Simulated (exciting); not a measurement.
MgS (Niningerite) under changes of volume

One of the cells (17.609 Å³/atom); the others are scaled copies at fixed shape and fractional positions:

```
S Mg
1.0
     0.00000    2.60165    2.60165
     2.60165    0.00000    2.60165
     2.60165    2.60165    0.00000
S Mg
1 1
Cartesian
  2.6016 2.6016 2.6016
  0.0000 0.0000 0.0000
```

- Program: exciting (release sodium)
- Functional: PBE
- Potentials or basis: all-electron LAPW+lo, shipped species files, valence relativity iora*
- rgkmax: 7.5
- k mesh: 9 × 9 × 9
- Occupations: fermi-dirac, width 0.05 eV
- Spin: no spin polarisation

```tsv
volume (Å³/atom)	energy over the lowest point (meV/atom)	gap on the mesh (eV)
16.553	?	?
16.905	13.14	3.00
17.257	5.11	2.96
17.609	0.90	2.91
17.962	0.00	2.87
18.314	2.53	2.83
18.666	7.58	2.78
```

Task: What does the run at 16.553 Å³/atom give?

Result: Energy over the lowest point 25.44 meV/atom; gap on the mesh 3.05 eV.

Worked out: A Birch-Murnaghan fit of order 3 (a polynomial in V^(-2/3)) to the other rows has its minimum at 17.87 Å³/atom with B0 = V·E''(V) = 74 GPa and B' = 4.2. It gives 25.45 meV/atom at 16.553 Å³/atom, against the run's 25.44. A straight line through the other rows of the gap, of slope -2.21 eV per unit of ln V, extrapolates to 3.05 eV, against the run's 3.05.

Energies are extrapolated to zero smearing.

Caveats: an odd mesh through Γ misses points on the zone boundary, where band edges often lie.
